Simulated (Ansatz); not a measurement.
Set up this calculation in Ansatz 0.2.0, as the native input.

```yaml
Task: single point
Functional: PBE
Potentials_or_basis: all-electron LAPW, scalar-relativistic
Cutoff: 267 eV (chosen from the basis error)
Basis_error_allowed: 0.001 eV/atom
k_mesh: 10 × 10 × 10
Occupations: fermi-dirac, width 0.05 eV
Spin: no spin polarisation
```

Crystal: MoS2.

```
Mo S
1.0
     1.58550    0.91539    6.11500
    -1.58550    0.91539    6.11500
     0.00000   -1.83078    6.11500
Mo S
1 2
Cartesian
  0.0000 0.0000 0.0000
  0.0000 0.0000 4.5862
  0.0000 0.0000 13.7587
```

Measurements of this composition are mostly on another form, of space group No. 194.

The input as run:

input.yaml

```yaml
crystal:
  lattice:
    - [1.5855, 0.9153888518, 6.1149966667]
    - [-1.5855, 0.9153888518, 6.1149966667]
    - [0.0, -1.8307777036, 6.1149966667]
  atoms:
    - { symbol: Mo, position: [0.0, 0.0, 0.0] }
    - { symbol: S, position: [0.25, 0.25, 0.25] }
    - { symbol: S, position: [0.75, 0.75, 0.75] }
kpoints:
  mp_grid: { grid: [10, 10, 10] }
scf:
  occupations: { method: fermi_dirac, width: 0.05 }
hamiltonian:
  xc: pbe
  pseudopotentials: { kind: all_electron, lapw: { basis_error: 0.001 } }
output:
  forces: true
  stress: true
  eigenvalues: true
  populations: true
```

Potentials or basis: all-electron LAPW, scalar-relativistic.

The run is started by

```console
$ ansatz run input.yaml --threads 2 --pin off --max-ram 6144MiB --backend cpu --events-out ev --progress --plain --runs-dir out
```

Results of the run:

```
Pressure               : 7.9 GPa
Largest force          : 1.005 eV/Å
Band gap on the k mesh : none (metal or under the smearing width)
```

Caveat: the cell's inner coordinates are idealised or old, which leaves forces on the atoms.

Wall time 30 s on 2 threads of Arm Neoverse V1, on a shared host, peak memory 0.63 GiB.
